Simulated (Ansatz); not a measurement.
# Mn3Sn: the cost of one run

Program: Ansatz 0.2.0. Level of theory: DFT PBE, scalar-relativistic, plane waves, PAW. These are calculated values, not measurements.

## (1) The system as given

It takes space group P6_3/mmc (No. 194, hexagonal). The conventional cell has a = 5.523 Å, b = 5.523 Å, c = 4.423 Å, α = 90.00°, β = 90.00°, γ = 120.00°. Mn (site symmetry mm2) has 8 Mn at 2.66 to 2.86 Å and 4 Sn at 2.76 Å as nearest neighbours. Sn (site symmetry -6m2) has 12 Mn at 2.76 Å as nearest neighbours.

As a file:

```cif
data_structure
_symmetry_space_group_name_H-M 'P6_3/mmc'
_symmetry_Int_Tables_number 194
_cell_length_a 5.5234
_cell_length_b 5.5234
_cell_length_c 4.4228
_cell_angle_alpha 90.000
_cell_angle_beta 90.000
_cell_angle_gamma 120.000
_cell_volume 116.85
loop_
_atom_site_label
_atom_site_type_symbol
_atom_site_symmetry_multiplicity
_atom_site_Wyckoff_symbol
_atom_site_fract_x
_atom_site_fract_y
_atom_site_fract_z
_atom_site_occupancy
Mn1 Mn 6 h 0.83941 0.67882 0.25000 1
Sn1 Sn 2 c 0.33333 0.66667 0.25000 1
```

## (2) Volume x 0.97, shape and atoms relaxed

Input file input.yaml:

```yaml
crystal:
  lattice:
    - [5.5233710013, 0.0, 0.0]
    - [-2.7616855006, 4.7833796016, 0.0]
    - [0.0, 0.0, 4.4228087017]
  atoms:
    - { symbol: Mn, position: [0.8394106445, 0.678821289, 0.25], spin: 3.24 }
    - { symbol: Mn, position: [0.1605893555, 0.8394106445, 0.75], spin: 3.24 }
    - { symbol: Mn, position: [0.321178711, 0.1605893555, 0.25], spin: 3.24 }
    - { symbol: Mn, position: [0.1605893555, 0.321178711, 0.75], spin: 3.24 }
    - { symbol: Mn, position: [0.8394106445, 0.1605893555, 0.25], spin: 3.24 }
    - { symbol: Mn, position: [0.678821289, 0.8394106445, 0.75], spin: 3.24 }
    - { symbol: Sn, position: [0.3333333333, 0.6666666667, 0.25], spin: -0.14 }
    - { symbol: Sn, position: [0.6666666667, 0.3333333333, 0.75], spin: -0.14 }
basis:
  ecutwfc: 420
kpoints:
  mp_grid: { grid: [6, 6, 8] }
hamiltonian:
  xc: pbe
scf:
  occupations: { method: gaussian, width: 0.1 }
output:
  forces: true
  stress: true
  eigenvalues: true
  populations: true
magnetization:
  spin_polarized: true
relax:
  adjacent_minimum: "off"
  f_tol: 0.01
  max_steps: 30
  cell: { stress_tol: 0.1, fix: [volume] }
```

On the command line:

```
$ ansatz run input.yaml --threads 2 --pin off --max-ram 5120MiB --backend cpu --events-out ev --progress --plain --runs-dir out
```

What time and memory should one allow on 2 threads of Arm Neoverse V2, shared host?

About 3 min, with a peak of 0.82 GiB.
